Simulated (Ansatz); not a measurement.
# InP (Fm-3m): compression over a wide range

One table from this session's results is given with a row withheld; the runs are named, their logs left out.

Computed with Ansatz 0.2.0 (DFT PBEsol, scalar-relativistic, plane waves, PAW, unless a step's input says otherwise).

### The system as given

Symmetry: Fm-3m, No. 225, cubic system. Conventional cell: a = 5.459 Å, b = 5.459 Å, c = 5.459 Å, α = 90.00°, β = 90.00°, γ = 90.00°. In (site symmetry m-3m) has 6 P at 2.73 Å as nearest neighbours. P (site symmetry m-3m) is surrounded by 6 In at 2.73 Å.

Coordinates:

```
CELL_PARAMETERS angstrom
0.00000 2.72932 2.72932
2.72932 0.00000 2.72932
2.72932 2.72932 0.00000
ATOMIC_POSITIONS crystal
In 0.00000 0.00000 0.00000
P 0.50000 0.50000 0.50000
```

This cell comes from an earlier session at PBEsol: 20.331 Å³/atom at 0.01 GPa, on a 14×14×14 mesh.

Set-up of the first run:

input.yaml

```yaml
crystal:
  lattice:
    - [0.0, 2.6924329151, 2.6924329151]
    - [2.6924329151, 0.0, 2.6924329151]
    - [2.6924329151, 2.6924329151, 0.0]
  atoms:
    - { symbol: In, position: [0.0, 0.0, 0.0] }
    - { symbol: P, position: [0.5, 0.5, 0.5] }
basis:
  ecutwfc: 420
  ecutrho_ratio: 4
kpoints:
  mp_grid: { grid: [14, 14, 14] }
hamiltonian:
  xc: pbesol
scf:
  occupations: { method: gaussian, width: 0.05 }
output:
  forces: true
  stress: true
  eigenvalues: true
```

Launch:

```sh
$ ansatz run input.yaml --threads 1 --pin off --max-ram 2560MiB --backend cpu --events-out ev --progress --plain --runs-dir out
```

Among the steps run: Volume × 0.96; Volume × 1.04; Volume × 0.92; Volume × 0.88; Volume × 0.84; Volume × 0.8.

One of the session's tables, all rows but one given; the rest of the session is left out.

| volume (Å³/atom) | energy above the lowest (meV/atom) | pressure (GPa) |
| --- | --- | --- |
| 16.265 | 327.7 | 31.9 |
| 17.078 | ? | ? |
| 17.891 | 98.6 | 14.6 |
| 18.705 | 40.2 | 8.6 |
| 19.518 | 9.3 | 3.8 |
| 20.331 | 0.0 | 0.0 |
| 21.144 | 7.9 | -3.0 |

**Question.** Estimate the row for volume (Å³/atom) = 17.078.

Worked estimate for «energy above the lowest (meV/atom)». A straight line through the neighbours (16.265, 327.7) and (17.891, 98.6) gives 327.7 + (98.6 − 327.7) × (17.078 − 16.265) / (17.891 − 16.265) = 213.1; a parabola fitted to 3 rows on both sides gives 194.4.

**Answer.** energy above the lowest (meV/atom): 191.3; pressure (GPa): 22.2. In «energy above the lowest (meV/atom)» the line misses by +21.8 and the parabola by +3.1.

Limits of these values: The k mesh is not the same at all volumes. Other structures may be lower in enthalpy at these pressures.
